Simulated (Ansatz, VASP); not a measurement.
One calculation of CaS, two programs

```
Ca S
1.0
     0.00000    2.84795    2.84795
     2.84795    0.00000    2.84795
     2.84795    2.84795    0.00000
Ca S
1 1
Direct
  0.00000 0.00000 0.00000
  0.50000 0.50000 0.50000
```

The cell was built by a generator and needn't be a form met in nature.

Alike in both runs: task single point; functional r2SCAN; k mesh 6 × 6 × 6; no spin polarisation.

|  | VASP | Ansatz |
| --- | --- | --- |
| version | VASP 6.6.1 | Ansatz 0.2.0 |
| potentials or method | VASP PAW PBE potentials, release 64 (Ca_sv, S) | plane waves, PAW |
| plane-wave cutoff (eV) | 520 | 500 |
| occupations | gaussian, width 0.01 eV | fixed |
| valence electrons in the cell | 16 | 16 |

```tsv
	VASP	Ansatz	Ansatz less VASP
gap on the k mesh at the Fermi level (eV)	2.80	2.80	-0.003
pressure (GPa)	0.3	0.0	-0.29
```

Caveats: the PAW data sets were made with another functional, which shifts forces and pressure a little (VASP). r2SCAN opens gaps a little over a GGA but as a rule still falls short of measured ones. A k mesh can miss the band edges.
